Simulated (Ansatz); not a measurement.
**TiO₂: a ladder of calculations**

Cell of run 1: a COD entry.

Space group P4_2/mnm (No. 136); a = 4.5922, c = 2.9574 Å.

```
site  Wyckoff  site symmetry       x       y       z
  Ti       2a           m.mm  0.0000  0.0000  0.0000
   O       4f           m.2m  0.3050  0.3050  0.0000
```

One atom of each set is listed.

Relaxed positions (PBE, cell held):

Ti (0.0000, 0.0000, 0.0000)
O (0.3042, 0.3042, 0.0000)

All runs are DFT with Ansatz 0.2.0 (plane waves and PAW, scalar-relativistic unless spin–orbit coupling is named, Γ-centred meshes, Fermi–Dirac smearing where given) in this cell.

Run 1: PBE, atoms as given; 420 eV, 7×7×10 k-points, smearing 0.02 eV.
Run 2: PBE, atoms relaxed; 420 eV, 7×7×10 k-points, smearing 0.02 eV.
Run 3: r2SCAN, at the relaxed atoms; 500 eV, 7×7×10 k-points, smearing 0.02 eV.
Run 4: LDA, at the relaxed atoms; 420 eV, 7×7×10 k-points, smearing 0.02 eV.

```csv
run,Ti V_zz (η),O V_zz (η)
1,-2.27 (0.29),2.37 (0.95)
2,-1.99 (0.09),2.39 (1.00)
3,-2.05 (0.10),-2.66 (0.88)
4,?,?
```

V_zz in 10²¹ V/m².

(1) Estimate the row of run 4.

## Answers

(1) Ti: -1.81 (0.15); O: 2.14 (0.92). It lies nearest to run 2, from whose tensors on these sites it differs by 0.33 at most (largest principal value of the difference, on O). Taken one at a time, the functional (between the two that differ most) moves the tensors on these sites by up to 0.60 (largest principal value of the change, on O), the positions of the atoms (as given or relaxed) by 0.38 (Ti). On some sites the largest principal value moves to another axis from run to run, and the sign of V_zz can flip with it. On O η is near 1, so the change of sign is little more than a relabelling of axes.

The cell isn't the equilibrium one in runs 1, 2, 4 (calculated pressure 5, 5, -8 GPa), and the entry's cell may itself be off.
